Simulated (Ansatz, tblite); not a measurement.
## A script for SrO (GFN1-xTB)

These are simulated results from tblite 0.8.0, not measurements. The cell was built from a prototype and was relaxed with r2SCAN in plane waves (Ansatz 0.2.0). Not every such cell is a known phase. All runs are without spin polarisation.

It is cubic, F-43m (No. 216); conventional cell a = 5.585 Å, 21.77 Å³ an atom. Sr is surrounded by 4 O at 2.42 Å; O is surrounded by 4 Sr at 2.42 Å.

tblite solves periodic systems at the zone centre alone, so the script builds a cluster of 2×2×2 conventional cells (64 atoms), which folds in a coarse mesh of k points.

run.py reads:

```python
import json
from ase import Atoms
from ase.build import make_supercell
from ase.units import Bohr, GPa, Hartree
from tblite.interface import Calculator

atoms = Atoms(['Sr', 'O'],
              cell=[[0.0, 2.792281, 2.792281], [2.792281, 0.0, 2.792281], [2.792281, 2.792281, 0.0]],
              scaled_positions=[[-0.0, 0.0, 0.0], [0.25, 0.25, 0.25]],
              pbc=True)
cluster = make_supercell(atoms, [[-2, 2, 2], [-2, -2, 2], [2, -2, 2]])
calc = Calculator('GFN1-xTB', cluster.numbers, cluster.positions / Bohr, lattice=cluster.cell[:] / Bohr, periodic=cluster.pbc)
calc.set('temperature', 0.02 / Hartree)
calc.set('max-iter', 150)
res = calc.singlepoint()
levels = res.get('orbital-energies') * Hartree
nv = round(res.get('orbital-occupations').sum() / 2)
cells = len(cluster) // len(atoms)
out = {'energy_per_cell': res.get('energy') * Hartree / cells, 'homo': levels[nv - 1], 'lumo': levels[nv],
       'stress': (-res.get('virial') * Hartree / cluster.get_volume() / GPa).tolist(), 'charges': res.get('charges')[:len(atoms)].tolist(), 'electrons': 2 * nv / cells}
json.dump(out, open('results.json', 'w'))
for key, value in out.items():
    print(key, value)
```

Command: `python run.py`. It took 7.1 s on 1 thread of Arm Neoverse V1 (shared host), peak memory 0.12 GiB.

What it printed:

```
------------------------------------------------------------
  cycle        total energy    energy error   density error
------------------------------------------------------------
      1     -109.5450290458  -1.0939484E+02   1.2055013E+00
      2      20396.59443544   2.0506139E+04   3.5794536E+00
      3      5755.465107977  -1.4641129E+04   1.4453674E+00
      4      23725.14039922   1.7969675E+04   3.7576696E+00
      5      27832.97071174   4.1078303E+03   3.4740093E+00
      6      6028.413028839  -2.1804558E+04   1.8168344E+00
      7      207.3619393150  -5.8210511E+03   9.8144856E-01
      8      3123.163131051   2.9158012E+03   1.4593812E+00
      9      1813.455182420  -1.3097079E+03   8.3633892E-01
     10      8146.757372796   6.3333022E+03   1.9207207E+00
     11      4263.808087656  -3.8829493E+03   1.5278160E+00
     12     -140.3829009186  -4.4041910E+03   9.1207349E-01
     13      7159.409570632   7.2997925E+03   1.7636481E+00
     14      7287.874177897   1.2846461E+02   1.7597343E+00
     15      7283.048367607  -4.8258103E+00   1.7592064E+00
     16      7201.881509628  -8.1166858E+01   1.7505917E+00
     17      2184.469996896  -5.0174115E+03   1.1006551E+00
     18     -51.00901167683  -2.2354790E+03   5.6912907E-01
     19      369.3098921303   4.2031890E+02   4.6710359E-01
     20      441.0797360808   7.1769844E+01   4.8901399E-01
     21      48.77912917926  -3.9230061E+02   4.2000171E-01
     22      1850.394293234   1.8016152E+03   9.5838581E-01
     23      5.560902079245  -1.8448334E+03   3.4305956E-01
     24      1676.786922324   1.6712260E+03   8.8650015E-01
     25     -24.29707193015  -1.7010840E+03   3.8174040E-01
     26     -35.89412083975  -1.1597049E+01   3.3942606E-01
     27     -158.1290270176  -1.2223491E+02   1.8022616E-01
     28     -168.8869702446  -1.0757943E+01   1.5935508E-01
     29     -34.63635777836   1.3425061E+02   2.5475181E-01
     30      78.75186137191   1.1338822E+02   3.1546596E-01
     31     -2.074191844719  -8.0826053E+01   2.7309969E-01
     32      250.4657991599   2.5253999E+02   3.8974133E-01
     33     -69.09527502185  -3.1956107E+02   2.3297895E-01
     34      183.9310904223   2.5302637E+02   3.6167350E-01
     35      67.78154998435  -1.1614954E+02   3.0782780E-01
     36      168.7321505267   1.0095060E+02   3.5433410E-01
     37      53.45998704547  -1.1527216E+02   3.0030437E-01
     38      87.45378871203   3.3993802E+01   3.1718534E-01
     39      158.6936589458   7.1239870E+01   3.4970564E-01
     40      52.38179630854  -1.0631186E+02   2.9992531E-01
     41      125.4319322344   7.3050136E+01   3.3479905E-01
     42      119.0998569592  -6.3320753E+00   3.3191906E-01
     43      68.76052796804  -5.0339329E+01   3.0734933E-01
     44      149.0583157186   8.0297788E+01   3.4385415E-01
     45      115.0400458562  -3.4018270E+01   3.2608709E-01
     46     -137.1361661161  -2.5217621E+02   1.7257050E-01
     47     -164.6795221382  -2.7543356E+01   1.3293944E-01
     48     -177.5952032157  -1.2915681E+01   7.2311423E-02
     49     -137.0034223665   4.0591781E+01   1.1254190E-01
     50     -125.9818161832   1.1021606E+01   1.2327249E-01
     51     -122.7002109239   3.2816053E+00   1.2766906E-01
     52     -164.3395065582  -4.1639296E+01   6.4751874E-02
     53     -173.7286958624  -9.3891893E+00   3.7018430E-02
     54     -171.9817551367   1.7469407E+00   4.2795095E-02
     55     -174.4820414893  -2.5002864E+00   3.2724395E-02
     56     -177.0403363236  -2.5582948E+00   1.7278864E-02
     57     -177.3381199890  -2.9778367E-01   1.4187183E-02
     58     -177.2992269677   3.8893021E-02   1.4383682E-02
     59     -177.9168565615  -6.1762959E-01   4.1407494E-03
     60     -177.9247980470  -7.9414855E-03   3.0283101E-03
     61     -177.9457349137  -2.0936867E-02   9.2789482E-04
     62     -177.9099687272   3.5766187E-02   3.2697511E-03
     63     -177.8902727815   1.9695946E-02   4.0605826E-03
     64     -177.9031566237  -1.2883842E-02   3.5807196E-03
     65     -177.9260523342  -2.2895711E-02   2.4816380E-03
     66     -177.9424112126  -1.6358878E-02   1.1367465E-03
     67     -177.9429564659  -5.4525330E-04   1.0416427E-03
     68     -177.9436535357  -6.9706982E-04   9.2609266E-04
     69     -177.9437578566  -1.0432086E-04   8.7974180E-04
     70     -177.9444395037  -6.8164710E-04   7.3660525E-04
     71     -177.9452669483  -8.2744457E-04   5.1502114E-04
     72     -177.9457829628  -5.1601453E-04   2.9045855E-04
     73     -177.9459331677  -1.5020495E-04   1.3972820E-04
     74     -177.9459581946  -2.5026871E-05   6.5521832E-05
     75     -177.9459581780   1.6602428E-08   5.4472295E-05
     76     -177.9459571122   1.0657930E-06   5.1838692E-05
     77     -177.9459557972   1.3149996E-06   4.6985259E-05
     78     -177.9459585952  -2.7980058E-06   2.8110580E-05
     79     -177.9459544967   4.0985596E-06   4.0834905E-05
     80     -177.9459569922  -2.4955008E-06   2.6586144E-05
     81     -177.9459577700  -7.7786930E-07   1.9567866E-05
------------------------------------------------------------

 total:                                   6.408 sec
energy_per_cell -151.31737963612989
homo 136.73035714278637
lumo 140.86564759330363
stress [[-36.76306752074357, 0.01972600587991231, -0.01972597228934006], [0.01972600587991227, -36.76306750965262, -0.01972599865659216], [-0.019725972289340026, -0.01972599865659211, -36.76306752485893]]
charges [1.2972269369502043, -1.3127541498478854]
electrons 8.0
```

The cycle table is in hartree for the whole cluster, and the lines after it are in eV (the energy for one cell). The printed stress is in GPa and positive in compression, and the pressure is its mean diagonal.

GFN1-xTB gives a gap of 4.14 eV. On the same cell, plane-wave PBE (Ansatz, 8×8×8 k points and the special points) gives a gap of 2.52 eV and r2SCAN a gap of 2.89 eV; on shared hosts these took about 2.6 and 6.9 core-seconds on the 2-atom cell, against 7.1 for the script. Semilocal gaps usually lie below measured ones. xTB was fitted to molecules, so gaps, charges and pressures of solids can be far off, and the gap also depends on the size of the cluster.

The pressure on this cell is -36.8 GPa (positive in compression).

xTB was fitted mostly to molecules, and a small cluster samples few k points, so gaps, pressures and kinks along a curve can be far from a solid's.
